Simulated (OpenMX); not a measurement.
**InP under changes of volume**

One of the cells (25.167 Å³/atom); the others are scaled copies at fixed shape and fractional positions:

```
In P
1.0
     0.00000    2.93050    2.93050
     2.93050    0.00000    2.93050
     2.93050    2.93050    0.00000
In P
1 1
Direct
  0.00000 0.00000 0.00000
  0.75000 0.75000 0.75000
```

- Program: OpenMX 3.8.5
- Functional: PBE
- Potentials or basis: OpenMX 2013 PBE set, In7.0-s3p2d1, P7.0-s2p2d1, fixed grid of 45 × 45 × 45 points
- k mesh: 9 × 9 × 9
- Occupations: fermi-dirac, width 0.05 eV
- Spin: no spin polarisation

| volume (Å³/atom) | energy over the lowest point (meV/atom) | gap on the mesh (eV) |
| --- | --- | --- |
| 23.657 | 83.76 | 1.16 |
| 24.160 | 55.96 | 1.02 |
| 24.663 | 34.42 | 0.89 |
| 25.167 | ? | ? |
| 25.670 | 8.05 | 0.63 |
| 26.173 | 1.99 | 0.51 |
| 26.677 | 0.00 | 0.39 |

Task: What does the run at 25.167 Å³/atom give?

Result: Energy over the lowest point 18.53 meV/atom; gap on the mesh 0.76 eV.

Worked out: A Birch-Murnaghan fit of order 3 (a polynomial in V^(-2/3)) to the other rows has its minimum at 26.69 Å³/atom, just outside them, with B0 = V·E''(V) = 62 GPa and B' = 4.8. It gives 18.68 meV/atom at 25.167 Å³/atom, against the run's 18.53. A straight line through the other rows of the gap, of slope -6.41 eV per unit of ln V (its deformation potential), gives 0.76 eV, against the run's 0.76.

Energies are extrapolated to zero smearing.

Caveats: the basis has few d functions beyond the semicore shells, which can make volumes several per cent too large; spin-orbit coupling is left out, which moves the levels of the heavy elements; the basis of atomic orbitals isn't converged, which shifts pressures, moduli and gaps.
